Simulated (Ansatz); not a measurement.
Here is an Ansatz 0.2.0 calculation.

File input.yaml:

```yaml
crystal:
  lattice:
    - [0.0, 1.8075, 1.8075]
    - [1.8075, 0.0, 1.8075]
    - [1.8075, 1.8075, 0.0]
  atoms:
    - { symbol: Cu, position: [0.0, 0.0, 0.0] }
hamiltonian:
  xc: pbe
  pseudopotentials: { kind: paw }
kpoints:
  mp_grid: { grid: [13, 13, 13] }
scf:
  occupations: { method: gaussian, width: 0.015 }
output:
  forces: true
  stress: true
  eigenvalues: true
  write_density: true
  write_potential: true
  elf: true
  volumetric_format: npy
```

Potentials or basis: Ansatz PAW.

The run is started by

```sh
$ ansatz run input.yaml --threads 2 --pin off --max-ram 5632MiB --backend cpu --events-out ev --progress --plain --runs-dir out
```

Task: Estimate the pressure.

Result: 1.7 GPa.

Task: What does it give for the band gap on the k mesh?

Result: None (metal or under the smearing width).
